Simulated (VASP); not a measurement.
# VASP 6.6.1, PBE single-point calculation, ZnO (strained NiAs)

INCAR

```
LCHARG = .FALSE.
NBANDS = 26
EDIFF = 1E-7
ISIF = 2
LWAVE = .FALSE.
PREC = Accurate
IBRION = -1
GGA = PE
ENCUT = 520
LASPH = .TRUE.
ISMEAR = -1
NSW = 0
SIGMA = 0.02
NELM = 120
LREAL = .FALSE.
```

KPOINTS

```
KPOINTS created by Atomic Simulation Environment
0
Gamma
12 12 6
0 0 0
```

KPOINTS_OPT

```
special points
6
Reciprocal
0.0000000000 0.0000000000 0.0000000000 1
0.5000000000 0.0000000000 0.0000000000 1
0.3333333333 0.3333333333 0.0000000000 1
0.0000000000 0.0000000000 0.5000000000 1
0.5000000000 0.0000000000 0.5000000000 1
0.3333333333 0.3333333333 0.5000000000 1
```

POSCAR

```
Zn O
 1.0000000000000000
     3.0965303281941310    0.0000000000000000    0.0000000000000000
    -1.5482651640970655    2.6816739278050825    0.0000000000000000
     0.0000000000000000    0.0000000000000000    5.0293051975000003
 Zn  O
   2   2
Cartesian
  0.0000000000000000  0.0000000000000000  0.0000000000000000
  0.0000000000000000  0.0000000000000000  2.5146525987500001
  0.0000000000000000  1.7877826185367218  1.2573262993750001
  1.5482651640970657  0.8938913092683609  3.7719788981250000
```

VASP ran with the recommended PBE PAW datasets (36 valence electrons in the cell).

Command

```
mpirun -np 1 vasp_std
```

From OUTCAR

```
k-points           NKPTS =     76   k-points in BZ     NKDIM =     76   number of bands    NBANDS=     26

   NELECT =      36.0000    total number of electrons

   dimension x,y,z NGX =    24 NGY =   24 NGZ =   40
   dimension x,y,z NGXF=    48 NGYF=   48 NGZF=   80

  energy-cutoff  :      520.00
  volume of cell :       41.76
      direct lattice vectors                 reciprocal lattice vectors
     3.096530328  0.000000000  0.000000000     0.322942098  0.186450707  0.000000000
    -1.548265164  2.681673928  0.000000000     0.000000000  0.372901414  0.000000000
     0.000000000  0.000000000  5.029305198     0.000000000  0.000000000  0.198834622

 k-points in reciprocal lattice and weights: KPOINTS created by Atomic Simulation Env
   0.00000000  0.00000000  0.00000000       0.001
   0.08333333 -0.00000000  0.00000000       0.007
   0.16666667 -0.00000000  0.00000000       0.007
   0.25000000 -0.00000000  0.00000000       0.007
   0.33333333 -0.00000000  0.00000000       0.007
   0.41666667  0.00000000  0.00000000       0.007
   0.50000000 -0.00000000  0.00000000       0.003
   0.08333333  0.08333333  0.00000000       0.007
   ...

 E-fermi :   2.3103

 k-point     1 :       0.0000    0.0000    0.0000
  band No.  band energies     occupation
      1     -15.9766      2.00000
      2     -14.7833      2.00000
      3      -4.7160      2.00000
      4      -3.6865      2.00000
      5      -3.6865      2.00000
      6      -3.6159      2.00000
      7      -2.8970      2.00000
      8      -2.8970      2.00000
      9      -2.7331      2.00000
     10      -2.7331      2.00000
     11      -2.3582      2.00000
     12      -2.3582      2.00000
     13      -1.1980      2.00000
     14       0.8694      2.00000
     15       0.8694      2.00000
     16       0.9574      2.00000
     17       2.0071      2.00000
     18       2.0071      2.00000
     19       2.5555      0.00001
     20       7.1212      0.00000
     21      10.7876      0.00000
     22      14.9885      0.00000
     23      14.9885      0.00000
     24      18.5076      0.00000
     25      19.2462      0.00000
     26      19.2462      0.00000

 k-point     2 :       0.0833   -0.0000    0.0000
  band No.  band energies     occupation
      1     -15.9159      2.00000
      2     -14.7679      2.00000
      3      -4.6111      2.00000
      4      -3.6745      2.00000
      5      -3.6608      2.00000
      6      -3.6235      2.00000
      7      -2.9389      2.00000
      8      -2.9041      2.00000
      9      -2.7813      2.00000
     10      -2.7115      2.00000
     11      -2.3866      2.00000
     12      -2.3604      2.00000
     13      -1.2017      2.00000
     14       0.2329      2.00000
     15       0.8110      2.00000
     16       1.0360      2.00000
     17       1.6910      2.00000
     18       1.9881      2.00000
     19       3.2640      0.00000
     20       7.5077      0.00000
     21      10.6859      0.00000
     22      14.2106      0.00000
     23      15.1325      0.00000
     24      18.1093      0.00000
     25      18.1163      0.00000
     26      18.5100      0.00000

 k-point     3 :       0.1667   -0.0000    0.0000
  band No.  band energies     occupation
      1     -15.7431      2.00000
      2     -14.7265      2.00000
      3      -4.3141      2.00000
      4      -3.6788      2.00000
      5      -3.6547      2.00000
      6      -3.5737      2.00000
      7      -3.0801      2.00000
      8      -2.9096      2.00000
      9      -2.9020      2.00000
     10      -2.6519      2.00000
     11      -2.4430      2.00000
     12      -2.3663      2.00000
     13      -1.2116      2.00000
     14      -0.6583      2.00000
     15       0.6258      2.00000
     16       0.9353      2.00000
     17       1.2207      2.00000
     18       1.9600      2.00000
     19       4.4457      0.00000
     20       8.3975      0.00000
     21      10.3817      0.00000
     22      12.8645      0.00000
     23      15.5092      0.00000
     24      16.1559      0.00000
     25      16.3602      0.00000
     26      17.2695      0.00000

 k-point     4 :       0.2500   -0.0000    0.0000
  band No.  band energies     occupation
      1     -15.4874      2.00000
      2     -14.6748      2.00000
      3      -3.9070      2.00000
      4      -3.8921      2.00000
      5      -3.6618      2.00000
      6      -3.4366      2.00000
      7      -3.2671      2.00000
      8      -3.0233      2.00000
      9      -2.8410      2.00000
     10      -2.5691      2.00000
     11      -2.4948      2.00000
     12      -2.3743      2.00000
     13      -1.2457      2.00000
     14      -1.2295      2.00000
     15       0.0461      2.00000
     16       0.3249      2.00000
     17       1.3996      2.00000
     18       1.9594      2.00000
     19       5.6193      0.00000
     20       9.2897      0.00000
     21       9.8871      0.00000
     22      11.7618      0.00000
     23      14.4899      0.00000
     24      15.0174      0.00000
     25      15.9812      0.00000
     26      16.1481      0.00000

 k-point     5 :       0.3333   -0.0000    0.0000
  band No.  band energies     occupation
      1     -15.1975      2.00000
      2     -14.6372      2.00000
      3      -4.3513      2.00000
      4      -3.7033      2.00000
      5      -3.6640      2.00000
      6      -3.4134      2.00000
      7      -3.1473      2.00000
      8      -2.8566      2.00000
      9      -2.7081      2.00000
     10      -2.5323      2.00000
     11      -2.4850      2.00000
     12      -2.3813      2.00000
     13      -1.4895      2.00000
     14      -1.2652      2.00000
     15      -0.8177      2.00000
     16      -0.0229      2.00000
     17       1.4706      2.00000
     18       1.9820      2.00000
     19       6.6608      0.00000
     20       9.2872      0.00000
     21       9.4576      0.00000
     22      11.5030      0.00000
     23      13.3572      0.00000
     24      14.1163      0.00000
     25      15.2909      0.00000
     26      16.3994      0.00000

 k-point     6 :       0.4167    0.0000    0.0000
  band No.  band energies     occupation
      1     -14.9360      2.00000
      2     -14.6436      2.00000
      3      -4.7810      2.00000
      4      -3.7483      2.00000
      5      -3.6774      2.00000
      6      -3.4376      2.00000
      7      -2.7909      2.00000
      8      -2.5775      2.00000
      9      -2.5596      2.00000
     10      -2.4262      2.00000
     11      -2.3829      2.00000
     12      -2.3824      2.00000
     13      -1.6977      2.00000
     14      -1.4430      2.00000
     15      -1.3344      2.00000
     16      -0.3138      2.00000
     17       1.4178      2.00000
     18       2.0061      2.00000
     19       7.5117      0.00000
     20       8.7899      0.00000
     21       8.9143      0.00000
     22      11.8707      0.00000
     23      12.7460      0.00000
     24      13.6372      0.00000
     25      14.7559      0.00000
     26      16.6695      0.00000

 k-point     7 :       0.5000   -0.0000    0.0000
  band No.  band energies     occupation
      1     -14.7885      2.00000
      2     -14.6944      2.00000
      3      -4.9483      2.00000
      4      -3.7668      2.00000
      5      -3.7024      2.00000
      6      -3.4438      2.00000
      7      -2.5799      2.00000
      8      -2.4914      2.00000
      9      -2.4104      2.00000
     10      -2.3767      2.00000
     11      -2.2998      2.00000
     12      -2.2847      2.00000
     13      -2.1364      2.00000
     14      -1.4980      2.00000
     15      -1.3967      2.00000
     16      -0.4316      2.00000
     17       1.3648      2.00000
     18       2.0158      2.00000
     19       8.0702      0.00000
     20       8.4129      0.00000
     21       8.6001      0.00000
     22      12.0498      0.00000
     23      12.5571      0.00000
     24      13.4978      0.00000
     25      14.5741      0.00000
     26      16.7603      0.00000

 k-point     8 :       0.0833    0.0833    0.0000
  band No.  band energies     occupation
      1     -15.7990      2.00000
      2     -14.7394      2.00000
      3      -4.4093      2.00000
      4      -3.6831      2.00000
      5      -3.6315      2.00000
      6      -3.6028      2.00000
      7      -3.0126      2.00000
      8      -2.9233      2.00000
      9      -2.8754      2.00000
     10      -2.6671      2.00000
     11      -2.4266      2.00000
     12      -2.3654      2.00000
     13      -1.2071      2.00000
     14      -0.4355      2.00000
     15       0.5812      2.00000
     16       1.1664      2.00000
     17       1.4106      2.00000
     18       1.7982      2.00000
     19       4.1375      0.00000
     20       8.1456      0.00000
     21      10.4833      0.00000
     22      13.2457      0.00000
     23      15.2584      0.00000
     24      16.9737      0.00000
     25      17.0080      0.00000
     26      17.1151      0.00000

 ...

  Total       -1.2596540     -1.2596540      2.0334490      0.0000000      0.0000000      0.0000000
  in kB      -48.3250767    -48.3250767     78.0107711      0.0000000      0.0000000      0.0000000
  external PRESSURE =      -6.2131275 kB  Pullay stress =       0.0000000 kB

 POSITION                                       TOTAL-FORCE (eV/Angst)
 -----------------------------------------------------------------------------------
      0.00000      0.00000      0.00000        -0.000000      0.000000     -0.000000
      0.00000      0.00000      2.51465        -0.000000      0.000000     -0.000000
      0.00000      1.78778      1.25733        -0.000000     -0.000000      0.000000
      1.54827      0.89389      3.77198         0.000000     -0.000000      0.000000
 -----------------------------------------------------------------------------------
    total drift:                                0.000000     -0.000000     -0.000000

  FREE ENERGIE OF THE ION-ELECTRON SYSTEM (eV)
  ---------------------------------------------------
  free  energy   TOTEN  =       -16.8944589799 eV

  energy  without entropy=      -16.8944589734  energy(sigma->0) =      -16.89445898
```

```json
{"gap between bands v and c": "0.54 eV", "least direct gap": "0.55 eV", "pressure": "-0.6 GPa"}
```

Band v is the last that the valence electrons fill when counted band by band, and c is the next.

The run took about 1.7 min on one core of a shared host (Intel Xeon Platinum 8488C) and held 0.24 GiB at most.
